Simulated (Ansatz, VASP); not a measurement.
**One calculation of AgCl, two programs**

```xyz
2
Lattice="-0.0416 2.7731 2.7731 2.7316 0.0000 2.7316 2.7731 2.7731 -0.0416" Properties=species:S:1:pos:R:3 pbc="T T T"
Ag    2.7316    2.7731    2.7316
Cl    0.0000    0.0000    0.0000
```

Change from the starting cell: strain -0.0300 x Voigt [0, 0, 0, 0, 1, 0], atoms carried along.

Alike in both runs: task single point; functional PBEsol; k mesh 8 × 8 × 8; occupations gaussian, width 0.05 eV; no spin polarisation.

```csv
,VASP,Ansatz
version,VASP 6.6.1,Ansatz 0.2.0
potentials or method,"VASP PAW PBE potentials, release 64 (Ag, Cl)","scalar-relativistic, plane waves, PAW"
plane-wave cutoff (eV),520,420
valence electrons in the cell,18,26
```

Ansatz gave:

* gap on the k mesh at the Fermi level (eV): 0.70
* least direct gap on the mesh (eV): 2.99
* pressure (GPa): -2.6
* largest component of the traceless stress (GPa): 0.20

Task: What did VASP give for the same quantities?

Result: gap on the k mesh at the Fermi level (eV): 0.70; least direct gap on the mesh (eV): 2.99; pressure (GPa): -2.7; largest component of the traceless stress (GPa): 0.20.

The two sets of potentials don't hold the same shells in valence.

Caveats: the PAW data sets were made with another functional, which shifts forces and pressure a little (VASP). A k mesh can miss the band edges.
